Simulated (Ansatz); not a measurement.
Sn, 2 atoms in the cell. The structure is tetragonal, space group I4_1/amd (No. 141). Conventional cell: a = 5.880 Å, b = 5.880 Å, c = 3.199 Å, α = 90.00°, β = 90.00°, γ = 90.00°. Around Sn (site symmetry -4m2) lie 6 Sn at 3.05 to 3.20 Å. 

| Item | Value |
| --- | --- |
| Program | Ansatz 0.2.0 |
| Task | band structure |
| Functional | RPBE |
| Potentials or basis | all-electron LAPW, scalar-relativistic |
| Cutoff | 207 eV (chosen from the basis error) |
| Basis error allowed | 0.001 eV/atom |
| k mesh | 9 × 9 × 9 |
| Occupations | fermi-dirac, width 0.05 eV |
| Spin | no spin polarisation |

Potentials or basis: all-electron LAPW, scalar-relativistic.

The run is started by

```bash
$ ansatz run input.yaml --threads 1 --pin off --max-ram 3072MiB --backend cpu --events-out ev --progress --plain --runs-dir out
```

Hardware: 1 thread of Arm Neoverse V1, on a shared host.

Q: How long does it take, and how much memory?

A: Run time: 25 s on 1 thread of Arm Neoverse V1, with other jobs on the host, peak memory 0.36 GiB. Counts: scf iterations 8, plane waves 383, k points 75, bands 27.
